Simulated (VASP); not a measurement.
Here is a VASP 6.6.1 calculation.

Contents of POSCAR:

```
Sc
3.309
    1.000000000000      0.000000000000      0.000000000000
   -0.500000000000      0.866025403778      0.000000000000
    0.000000000000      0.000000000000      1.593623451194
Sc
2
Direct
    0.6666666667      0.3333333333      0.7500000000
    0.3333333333      0.6666666667      0.2500000000
```

Contents of INCAR.step1:

```
SYSTEM = Sc
PREC     = Accurate       ! precision mode
ENCUT    = 500            ! plane-wave cutoff, eV
EDIFF    = 1E-5           ! SCF threshold, eV
ISMEAR   = 1              ! smearing method
SIGMA    = 0.2            ! smearing width, eV
LREAL    = .False.        ! projectors in reciprocal space
LASPH    = .True.         ! aspherical terms in the spheres
NELM     = 80             ! most SCF steps
ALGO     = Normal         ! electronic algorithm
ISIF     = 2              ! what is computed and relaxed
LWAVE    = .True.         ! write WAVECAR
LCHARG   = .False.        ! write CHGCAR
GGA      = PE             ! functional
```

The input INCAR.step2:

```
SYSTEM = Sc
PREC     = Accurate       ! precision mode
ENCUT    = 500            ! plane-wave cutoff, eV
EDIFF    = 1E-6           ! SCF threshold, eV
ISMEAR   = 1              ! smearing method
SIGMA    = 0.2            ! smearing width, eV
LREAL    = .False.        ! projectors in reciprocal space
LASPH    = .True.         ! aspherical terms in the spheres
NELM     = 80             ! most SCF steps
ALGO     = Normal         ! electronic algorithm
ISIF     = 2              ! what is computed and relaxed
LWAVE    = .False.        ! write WAVECAR
LCHARG   = .False.        ! write CHGCAR
GGA      = PS             ! functional
LHFCALC  = .True.         ! exact exchange
AEXX     = 0.25           ! exact-exchange fraction
PRECFOCK = Fast         
ISTART   = 1
```

File KPOINTS:

```
Automatic mesh
0
Gamma
  5 5 3
  0 0 0
```

Potentials or basis: VASP PAW PBE potentials, release 54 (Sc_sv).

Launch:

```bash
$ cat potpaw_PBE.54/Sc_sv/POTCAR > POTCAR
$ cp INCAR.step1 INCAR
$ mpirun -np 1 vasp_std > vasp.out
$ cp INCAR.step2 INCAR
$ mpirun -np 1 vasp_std > vasp.out
```

(1) Estimate the band gap on the k mesh.

(2) Predict the pressure.

Answers

(1) none (metal or under the smearing width).

(2) -0.9 GPa.

Caveat: the k mesh is coarse (spacing up to 0.44 Å⁻¹), so the values aren't converged, least of all with exact exchange; the PAW data sets were made with another functional, which shifts forces and pressure a little.
